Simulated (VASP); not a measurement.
A run of VASP 6.6.1:

The input INCAR:

```
SYSTEM = C
  PREC = Accurate
  ENCUT = 520
  EDIFF = 1E-7
  ISMEAR = 0
  SIGMA = 0.05
  LREAL = .False.
  LASPH = .True.
  NELM = 60
  ALGO = Fast
  ISIF = 2
  LWAVE = .False.
  LCHARG = .True.
  LELF = .True.
  LVHAR = .True.
  NBANDS = 16
```

KPOINTS

```
Automatic mesh
0
Gamma
  20 20 6
  0 0 0
```

POSCAR

```
C
1.0
    2.4446669386      0.0000000000      0.0000000000
   -1.2223334693      2.1171436726      0.0000000000
    0.0000000000      0.0000000000      6.6565129945
C
4
Direct
    0.0000000000      0.0000000000      0.2500000000
    0.0000000000      0.0000000000      0.7500000000
    0.3333333333      0.6666666667      0.2500000000
    0.6666666667      0.3333333333      0.7500000000
```

Potentials or basis: VASP PAW LDA potentials, release 64 (C).

Run with:

```console
$ cat potpaw_LDA.64/C/POTCAR > POTCAR
$ mpirun -np 1 vasp_std > vasp.out
```

Hardware: 1 thread of Intel(R) Xeon(R) 6975P-C (Granite Rapids) (shared host).

Problem. How long does it take, and how much memory?

Solution. Run time: 39 s on 1 thread of Intel(R) Xeon(R) 6975P-C (Granite Rapids), on a shared host, peak memory 0.17 GiB. Counts: scf iterations 16, k points 176.
